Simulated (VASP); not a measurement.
# MnO under changes of volume

One of the cells (10.999 Å³/atom); the others are scaled copies at fixed shape and fractional positions:

```
CELL_PARAMETERS angstrom
0.00000 2.22391 2.22391
2.22391 0.00000 2.22391
2.22391 2.22391 0.00000
ATOMIC_POSITIONS crystal
Mn 0.00000 0.00000 0.00000
O 0.50000 0.50000 0.50000
```

The cell is a database's computed one.

| Item | Value |
| --- | --- |
| Program | VASP 6.6.1 |
| Functional | r2SCAN |
| Potentials or basis | VASP PAW PBE potentials, release 64 (Mn_pv, O) |
| Cutoff | 520 eV |
| k mesh | 8 × 8 × 8 |
| Occupations | fermi-dirac, width 0.05 eV |
| Spin | collinear spin, ferromagnetic start |
| Starting moments | [4.0, 0.0] μB |

```csv
volume (Å³/atom),energy over the lowest point (meV/atom),pressure (GPa),moment (μB per cell)
10.559,?,?,?
10.779,3.00,3.8,4.99
10.999,0.00,0.4,5.00
11.219,1.50,-2.7,5.00
11.439,7.14,-5.6,5.00
```

**Question.** What does the run at 10.559 Å³/atom give?

**Answer.** Energy over the lowest point 10.97 meV/atom; pressure 7.6 GPa; moment 4.98 μB per cell.

Worked out: A Birch-Murnaghan fit of order 2 (a polynomial in V^(-2/3)) to the other rows has its minimum at 11.03 Å³/atom with B0 = V·E''(V) = 163 GPa. It gives 11.03 meV/atom at 10.559 Å³/atom, against the run's 10.97, and -dE/dV = 7.8 GPa, against 7.6. A straight line through the other rows of the moment, of slope 0.0136 μB per Å³/atom, extrapolates to 4.99 μB, against the run's 4.98.

Energies are extrapolated to zero smearing.

Caveats: the PAW data sets were made with another functional, which shifts forces and pressure a little; a cell with one magnetic atom can't hold antiferromagnetic order, which such compounds often take.
